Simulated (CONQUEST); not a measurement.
Crystal: GaAs.

```
CELL_PARAMETERS angstrom
3.99777 0.00000 0.00000
0.00000 3.99777 0.00000
0.00000 0.00000 5.65370
ATOMIC_POSITIONS crystal
As 0.00000 0.50000 0.25000
As 0.50000 0.00000 0.75000
Ga 0.00000 0.00000 0.00000
Ga 0.50000 0.50000 0.50000
```

Base run:

```yaml
Program: CONQUEST 1.3
Functional: PBE
Potentials_or_basis: PseudoDojo NC PBE, DZP, grid cutoff 120 Ha
k_mesh: 7 × 7 × 5
Occupations: fermi-dirac, width 0.05 eV
Spin: no spin polarisation
```

Its results: band gap on the k mesh 0.55 eV; pressure 3.9 GPa.

After a change of settings the same cell gave: band gap on the k mesh 0.82 eV; pressure 8.1 GPa. Which change was it?
A. potentials or basis from PseudoDojo NC PBE, DZP, grid cutoff 120 Ha to PseudoDojo NC PBE, SZP, grid cutoff 120 Ha; k mesh from 7 × 7 × 5 to 5 × 5 × 4
B. potentials or basis from PseudoDojo NC PBE, DZP, grid cutoff 120 Ha to PseudoDojo NC PBE, SZP, grid cutoff 120 Ha; k mesh from 7 × 7 × 5 to 6 × 6 × 4
C. potentials or basis from PseudoDojo NC PBE, DZP, grid cutoff 120 Ha to PseudoDojo NC PBE, SZ, grid cutoff 120 Ha
D. potentials or basis from PseudoDojo NC PBE, DZP, grid cutoff 120 Ha to PseudoDojo NC PBE, DZ, grid cutoff 120 Ha

C.

Caveats: the basis of atomic orbitals isn't converged, which shifts pressures, moduli and gaps; the real-space grid breaks the cell's symmetry a little; the box holds several primitive cells, so bands are folded and the points are those of the box's own zone (some runs); the atomic basis is small (some runs); an odd mesh through Γ misses points on the zone boundary, where band edges often lie (some runs).
